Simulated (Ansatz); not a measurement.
TaSi2 and the effect of the Hubbard U on Ta d

```
CELL_PARAMETERS angstrom
4.78000 0.00000 0.00000
-2.39000 4.13960 0.00000
0.00000 0.00000 6.56400
ATOMIC_POSITIONS crystal
Ta 0.00000 0.50000 0.16667
Ta 0.50000 0.50000 0.83333
Ta 0.50000 0.00000 0.50000
Si 0.33330 0.16665 0.16667
Si 0.16665 0.83335 0.83333
Si 0.83335 0.66670 0.50000
Si 0.66670 0.83335 0.16667
Si 0.83335 0.16665 0.83333
Si 0.16665 0.33330 0.50000
```

Kept alike: task projected density of states; functional PBEsol; k mesh 7 × 7 × 4; occupations fermi-dirac, width 0.05 eV; no spin polarisation. Program: Ansatz, Ansatz PAW, cutoff 420 eV. The mesh is that of the run's cell of 9 atoms. No spin-orbit coupling.

| Hubbard U on Ta d, U (eV) | pressure (GPa) |
| --- | --- |
| 0 | -1.27 |
| 1 | ? |
| 2 | -0.70 |
| 3 | -0.39 |
| 4 | -0.07 |
| 5 | 0.28 |
| 6 | 0.66 |
| 8 | 1.62 |

Pressure is positive in compression, with a Pulay correction for the finite cutoff. U acts here on a shell without spin polarisation. For a metal such a mesh leaves the last digits unconverged. How U acts hangs on the program's projectors. All rows use potentials made for PBE. U is the effective U - J on orthogonalised atomic projectors. Double counting: fully localised limit (the default).

Problem. Fit the rows shown and predict the run at 1 eV.

Solution. A least-squares parabola through the rows shown is pressure = 0.01548 U² + 0.2321 U - 1.25 (largest miss 0.040); at U = 1 it gives -1.00 GPa. The run gave: pressure -0.99 GPa.
